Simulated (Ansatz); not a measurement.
Wires are cut from relaxed bulk InAs (F-43m, 28.20 Å³/atom, gap on the mesh 0.00 eV); atoms and period are relaxed, and energies count from that bulk.

These are results of DFT PBEsol, scalar-relativistic, plane waves, PAW (Ansatz 0.2.0), not measurements.

Settings: cutoff 420 eV, Γ-centred mesh 1×1×9 on the computed 16-atom cell, Gaussian smearing of 0.05 eV; collinear spin from starting moments 0.3 0.3 0.3 0.3 0.3 0.3 0.3 0.3 0.3 0.3 0.3 0.3 0.3 0.3 0.3 0.3 μB.

Start ([001] wire, 16 host atoms a period):

```xyz
16
Lattice="16.6000 0.0000 0.0000 0.0000 16.9000 0.0000 0.0000 0.0000 6.0878" Properties=species:S:1:pos:R:3 pbc="T T T"
In    9.0610    9.2110    0.0000
As    4.4951   10.7329    4.5658
As   10.5829    4.6451    4.5658
As   10.5829   10.7329    4.5658
In    9.0610    6.1671    3.0439
In    9.0610   12.2549    3.0439
As    4.4951    7.6890    1.5219
As   10.5829    7.6890    1.5219
In    6.0171    9.2110    3.0439
In   12.1049    9.2110    3.0439
As    7.5390    4.6451    1.5219
As    7.5390   10.7329    1.5219
In    6.0171    6.1671    0.0000
In    6.0171   12.2549    0.0000
In   12.1049    6.1671    0.0000
As    7.5390    7.6890    4.5658
```

Give the relaxed structure and its energy.

The free energy falls by 428 meV/atom.

```
excess energy (eV per host atom)                      : 0.424
line energy (eV/Å)                                    : 1.137
period (Å)                                            : 5.971
gap on the mesh (eV)                                  : 0.92
highest filled level or Fermi level under vacuum (eV) : 4.63
size of the moment (μB per cell)                      : 0.00
```

Relaxed structure:
```xyz
16
Lattice="16.6000 0.0000 0.0000 0.0000 16.9000 0.0000 0.0000 0.0000 5.9715" Properties=species:S:1:pos:R:3 pbc="T T T"
In    9.2874    9.4376    0.2302
As    4.2897    9.9313    5.0082
As    9.7819    4.4402    5.0083
As   11.0080   11.1584    4.9544
In    9.0574    5.9853    2.8609
In    8.7763   11.6570    3.7430
As    4.5550    8.1575    0.7337
As   10.7480    7.6998    1.5959
In    5.8348    9.2069    2.8608
In   11.5080    8.9266    3.7434
As    8.0082    4.7052    0.7339
As    7.5490   10.8979    1.5956
In    6.7589    6.9087    0.0869
In    6.4123   11.4158   -0.7115
In   11.2664    6.5628   -0.7110
As    7.9587    8.1090    4.0961
```

The gap is read on a mesh, which can miss the band edges, so it can be too wide.

Each run keeps its start's symmetry and one magnetic start, so lower states can exist.

It took 22 min on 4 threads of Intel(R) Xeon(R) 6975P-C (Granite Rapids), on a shared host, peak memory 5.3 GiB.